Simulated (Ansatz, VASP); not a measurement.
One calculation of BiTe, two programs

INCAR

```
SYSTEM = BiTe
PREC = Accurate ; ENCUT = 600
EDIFF = 1E-6 ; ISMEAR = -1
SIGMA = 0.05 ; LREAL = .FALSE.
LASPH = .TRUE. ; NELM = 80
ALGO = Normal ; ISIF = 3
LWAVE = .FALSE. ; LCHARG = .FALSE.
GGA = PE ; IBRION = 2
NSW = 40 ; EDIFFG = -0.005
```

KPOINTS

```
regular mesh
0
G
  5 5 5
  0 0 0
```

POSCAR

```
BiTe
1.0
    0.0000000000      3.2350000000      3.2350000000
    3.2350000000      0.0000000000      3.2350000000
    3.2350000000      3.2350000000      0.0000000000
Bi Te
1 1
Direct
    0.0000000000      0.0000000000      0.0000000000
    0.5000000000      0.5000000000      0.5000000000
```

input.yaml

```yaml
crystal:
  lattice:
    - [0.0, 3.235, 3.235]
    - [3.235, 0.0, 3.235]
    - [3.235, 3.235, 0.0]
  atoms:
    - { symbol: Bi, position: [0.0, 0.0, 0.0] }
    - { symbol: Te, position: [0.5, 0.5, 0.5] }
hamiltonian:
  xc: pbe
  pseudopotentials: { kind: paw }
kpoints:
  mp_grid: { grid: [5, 5, 5] }
scf:
  occupations: { method: fermi_dirac, width: 0.05 }
output:
  forces: true
  stress: true
  eigenvalues: true
relax:
  f_tol: 0.01
  max_steps: 40
  cell: { stress_tol: 0.05 }
```

Alike in both runs: task relaxation of cell and atoms; functional PBE; k mesh 5 × 5 × 5; occupations fermi-dirac, width 0.05 eV; no spin polarisation.

|  | VASP | Ansatz |
| --- | --- | --- |
| version | VASP 6.6.1 | Ansatz 0.2.0 |
| potentials or method | VASP PAW PBE potentials, release 64 (Bi_d, Te) | Ansatz PAW |
| plane-wave cutoff (eV) | 600 | 420 |
| valence electrons in the cell | 21 | 31 |

```tsv
	VASP	Ansatz	Ansatz less VASP
gap on the k mesh at the Fermi level, each at its own relaxed structure (eV)	none	none	-
relaxed volume (Å³/atom)	34.29	34.32	+0.023
relaxed cell length with the largest relative difference (Å)	4.595	4.596	+0.0010
```

A gap of «none» marks a metal or a gap that the smearing closes. The two sets of potentials don't hold the same shells in valence.

Caveats: spin-orbit coupling is left out, which moves the levels of the heavy elements; the plane-wave basis is chosen anew once the cell has moved, so the energies of steps on either side of that aren't comparable (Ansatz). Zero-point motion and thermal expansion aren't in these numbers. PBE usually gives volumes a little too large and moduli too small.
